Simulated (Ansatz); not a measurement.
# SiNi: experiment and calculation

**The experiment to reproduce.**

From “The equation of state of the Pmmn phase of NiSi”, 2015, pmc:4665664, for a powder of SiNi at 300 K: bulk modulus 161 ± 3 GPa.

The results are compared with them further down.

The calculation used DFT r2SCAN, scalar-relativistic, plane waves, PAW (Ansatz 0.2.0).

Settings: cutoff 500 eV, Γ-centred mesh 8×8×8 on the computed 8-atom cell, Gaussian smearing of 0.10 eV; no spin polarisation.

Relaxed structure, symmetry kept:

```cif
data_structure
_symmetry_space_group_name_H-M 'P2_13'
_symmetry_Int_Tables_number 198
_cell_length_a 4.4648
_cell_length_b 4.4648
_cell_length_c 4.4648
_cell_angle_alpha 90.000
_cell_angle_beta 90.000
_cell_angle_gamma 90.000
_cell_volume 89.00
loop_
_atom_site_label
_atom_site_type_symbol
_atom_site_symmetry_multiplicity
_atom_site_Wyckoff_symbol
_atom_site_fract_x
_atom_site_fract_y
_atom_site_fract_z
_atom_site_occupancy
Si1 Si 4 a 0.84692 0.84692 0.84692 1
Ni1 Ni 4 a 0.14873 0.14873 0.14873 1
```

| Quantity | Value |
| --- | --- |
| Space group | P2_13 (No. 198) |
| Volume per atom | 11.13 Å³ |
| Formation energy from the elements' standard states (uncorrected) | -0.368 eV/atom |
| Generalised Kohn–Sham band gap | none (metal) |
| Density of states at the Fermi level | 2.07 states/eV per cell |
| Löwdin character within 0.5 eV of the Fermi level | Ni 3d 49 %, Si 3p 27 %, Si 3s 17 % |
| Bulk modulus | 203 GPa |
| Its pressure derivative | 4.9 |
| Bader charges (e) | Si (4 in the cell) 0.35, Ni (4 in the cell) -0.35 |

A ferromagnetic start lost its moments in a first run, so spin was left out; other magnetic orders weren't tried.

Against the measured bulk modulus of SiNi, 161 GPa (300 K; powder; quoted in the paper above), the calculated 203 GPa is off by +26.1 %. The calculation is for 0 K without zero-point motion.

This form isn't the usual stable structure of the compound.

Cost: 6 runs of about 22 core-minutes in all, on Arm Neoverse V2 (shared hosts).